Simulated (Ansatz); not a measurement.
## BaTiO3: band structure with r2SCAN

BaTiO3:

```xyz
5
Lattice="4.0073 0.0000 0.0000 0.0000 4.0073 0.0000 0.0000 0.0000 4.0073" Properties=species:S:1:pos:R:3 pbc="T T T"
Ba    2.0398    1.8245    2.0304
Ti    3.7818    0.2804    3.8242
O     2.0859    0.0274    0.2221
O     0.0507    1.9715    0.2113
O     0.0563    3.9108    1.7266
```

The cell isn't the ideal one: all atoms moved at random, sigma 0.15 Å a component.

```
Program                             : Ansatz 0.2.0
Task                                : band structure
Functional                          : r2SCAN
Potentials or basis                 : Ansatz PAW
Cutoff                              : 500 eV (not typed: the program's choice for these potentials)
k mesh                              : 7 × 7 × 7
Occupations                         : fermi-dirac, width 0.05 eV
Spin                                : spin-orbit coupling, no magnetisation
Path                                : [["G", "X", "M", "G", "R", "X"], ["M", "R"]]
Points for each segment of the path : 14
```

```json
{"Pressure": "9.0 GPa", "Largest force": "4.473 eV/Å", "Band gap on the k mesh": "3.13 eV, indirect (least direct gap 3.33 eV)", "Band gap along the path": "3.20 eV, indirect (least direct gap 3.29 eV)"}
```

Forces in eV/Å, atoms in the order of the input:
```
Ba  -1.017  2.085 -0.817
Ti   2.524 -3.274  1.710
O   -0.922 -0.004 -2.400
O   -0.318  0.432 -2.321
O   -0.267  0.761  3.828
```

Stress tensor (GPa, compression positive):
```
14.40 -2.29  1.88
-2.29 12.17 -1.35
 1.88 -1.35  0.45
```

Levels at the corners of the path, in eV from the valence-band top:
| point | band 36 | band 37 | band 38 | band 39 | band 40 | band 41 | band 42 | band 43 | band 44 | band 45 |
| --- | --- | --- | --- | --- | --- | --- | --- | --- | --- | --- |
| Γ | -1.08 | -0.60 | -0.60 | -0.43 | -0.43 | 3.24 | 3.24 | 3.53 | 3.53 | 3.78 |
| X | -1.45 | -1.00 | -1.00 | -0.79 | -0.79 | 3.36 | 3.36 | 3.66 | 3.66 | 4.45 |
| M | -0.80 | -0.47 | -0.47 | -0.34 | -0.34 | 3.75 | 3.75 | 3.91 | 3.91 | 4.54 |
| Γ | -1.08 | -0.60 | -0.60 | -0.43 | -0.43 | 3.24 | 3.24 | 3.53 | 3.53 | 3.78 |
| R | -0.70 | -0.03 | -0.03 | 0.00 | 0.00 | 3.29 | 3.29 | 4.19 | 4.19 | 4.52 |
| X | -1.45 | -1.00 | -1.00 | -0.79 | -0.79 | 3.36 | 3.36 | 3.66 | 3.66 | 4.45 |
| M | -0.80 | -0.47 | -0.47 | -0.34 | -0.34 | 3.75 | 3.75 | 3.91 | 3.91 | 4.54 |
| R | -0.70 | -0.03 | -0.03 | 0.00 | 0.00 | 3.29 | 3.29 | 4.19 | 4.19 | 4.52 |

It took 4.8 min on 2 threads of Arm Neoverse V1 (shared host), peak memory 1.5 GiB.

Caveat: the PAW data sets come from PBE, with cores solved anew for the run's functional, which leaves a small shift of forces and pressure; forces of over 1 eV/Å show positions far from the minimum, so gaps and moduli don't describe the material at rest.
